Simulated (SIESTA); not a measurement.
Cl:

```xyz
4
Lattice="3.1450 -2.2500 0.0000 3.1450 2.2500 0.0000 0.0000 0.0000 8.2100" Properties=species:S:1:pos:R:3 pbc="T T T"
Cl    3.1450    0.5850    3.2840
Cl    3.1450    1.6650    7.3890
Cl    3.1450   -0.5850    4.9260
Cl    3.1450   -1.6650    0.8210
```

Base run:

```yaml
Program: SIESTA 5.4.2
Functional: PBE
Potentials_or_basis: PseudoDojo 0.4 standard (PBE files)
Basis: DZP (energy shift 0.003 Ry)
Grid_cutoff: 800 Ry
Energy_shift: 0.003 Ry
k_mesh: 7 × 7 × 4
Occupations: fermi-dirac, width 0.05 eV
Spin: no spin polarisation
```

Its results: band gap on the k mesh 2.47 eV, indirect (least direct gap 2.50 eV); pressure 0.7 GPa; largest force 0.693 eV/Å.

Task: The run is repeated on the same cell with these changes: functional from PBE to PBEsol; potentials or basis from PseudoDojo 0.4 standard (PBE files) to PseudoDojo 0.4 standard (PBEsol files). What comes out?

Result: Band gap on the k mesh 2.40 eV, indirect (least direct gap 2.43 eV); pressure -0.8 GPa; largest force 0.518 eV/Å.

Caveats: the basis of atomic orbitals isn't converged, which shifts pressures, moduli and gaps.
